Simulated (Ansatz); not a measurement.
**Li under changes of volume**

One of the cells (21.609 Å³/atom); the others are scaled copies at fixed shape and fractional positions:

```
CELL_PARAMETERS angstrom
-1.75465 1.75465 1.75465
1.75465 -1.75465 1.75465
1.75465 1.75465 -1.75465
ATOMIC_POSITIONS crystal
Li 0.00000 0.00000 0.00000
```

```yaml
Program: Ansatz 0.2.0
Functional: HISS
Potentials_or_basis: Ansatz PAW
Cutoff: "420 eV (not typed: the program's choice for these potentials)"
k_mesh: 6 × 6 × 6
Occupations: fermi-dirac, width 0.05 eV
Spin: no spin polarisation
```

```csv
volume (Å³/atom),energy over the lowest point (meV/atom),pressure (GPa)
20.312,3.45,0.9
20.744,1.51,0.6
21.177,0.39,0.3
21.609,0.00,0.0
22.041,0.30,-0.2
22.473,1.22,-0.5
22.905,?,?
```

Question: What does the run at 22.905 Å³/atom give?

Answer: Energy over the lowest point 2.71 meV/atom; pressure -0.7 GPa.

Worked out: A Birch-Murnaghan fit of order 3 (a polynomial in V^(-2/3)) to the other rows has its minimum at 21.63 Å³/atom with B0 = V·E''(V) = 12.6 GPa and B' = 3.4. It gives 2.71 meV/atom at 22.905 Å³/atom, against the run's 2.71, and -dE/dV = -0.7 GPa, against -0.7.

Energies are extrapolated to zero smearing.

Caveats: all runs use coarse meshes; the PAW data sets were made with another functional, which shifts forces and pressure a little; the thresholds are loose for stress.
